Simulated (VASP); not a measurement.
## La: single point with LDA

The system is La.

```
La
1.0
     3.75000    0.00000    0.00000
    -1.87500    3.24760    0.00000
     0.00000    0.00000    6.07000
La
2
Direct
  0.65276 0.32192 0.73828
  0.31574 0.66204 0.26766
```

This isn't the form of La at room conditions, which is double hcp.

The cell isn't the ideal one: grid = ENCUT=900 k=20x20x11 ISMEAR=-1 SIGMA=0.1 PREC=Accurate EDIFF=1e-08 LREAL=False ADDGRID=False LASPH=True; atoms moved at random, drawn with an rms of 0.1 Å.

```json
{
  "Program": "VASP 6.6.1",
  "Task": "single point",
  "Functional": "LDA",
  "Potentials or basis": "VASP PAW LDA potentials, release 64 (La)",
  "Cutoff": "900 eV",
  "k mesh": "20 × 20 × 11",
  "Occupations": "fermi-dirac, width 0.1 eV",
  "Spin": "no spin polarisation"
}
```

| Item | Value |
| --- | --- |
| Pressure | -2.8 GPa |
| Largest force | 0.224 eV/Å |
| Band gap on the k mesh | none (metal or under the smearing width) |

Forces in eV/Å, atoms in the order of the input:
```
La  -0.008  0.006  0.224
La   0.008 -0.006 -0.224
```

Stress tensor (GPa, compression positive):
```
-2.89  0.02 -0.02
 0.02 -2.84  0.02
-0.02  0.02 -2.56
```

Levels at points of the mesh, in eV from the Fermi level:
```
           k point  band 8  band 9  band 10  band 11  band 12  band 13  band 14  band 15
(0.00, 0.00, 0.00)  -15.66   -3.17    -1.78     0.99     1.25     1.26     1.37     1.48
(0.50, 0.00, 0.00)  -15.87   -1.64    -1.13    -1.06     1.20     1.21     1.27     1.36
(0.00, 0.50, 0.00)  -15.87   -1.64    -1.12    -1.05     1.20     1.21     1.26     1.36
(0.50, 0.50, 0.00)  -15.86   -1.65    -1.17    -1.13     1.18     1.23     1.34     1.35
```

Run time: 67 min on 1 thread of AMD EPYC 9R45 96-Core Processor (Zen 5), on a shared host, peak memory 5.2 GiB.

Spin-orbit coupling is left out, which matters for the levels of La.
